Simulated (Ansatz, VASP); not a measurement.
## One calculation of La, two programs

```
La
1.0
    -1.99471    1.99471    1.99471
     1.99471   -1.99471    1.99471
     1.99471    1.99471   -1.99471
La
1
Cartesian
  0.0000 0.0000 0.0000
```

The cell was built by a generator and needn't be a form met in nature.

Alike in both runs: task single point; functional PBE; k mesh 12 × 12 × 12; occupations fermi-dirac, width 0.0112 eV; no spin polarisation.

|  | VASP | Ansatz |
| --- | --- | --- |
| version | VASP 6.6.1 | Ansatz 0.2.0 |
| potentials or method | VASP PAW PBE potentials, release 64 (La) | PAW plane waves |
| plane-wave cutoff (eV) | 520 | 420 |
| valence electrons in the cell | 11 | 11 |

Ansatz gave:

```
pressure (GPa) : 5.8
```

Question: Which values does VASP return?

Answer: Pressure (GPa): 5.9.

The runs have no spin-orbit coupling, so splittings on La are missing.
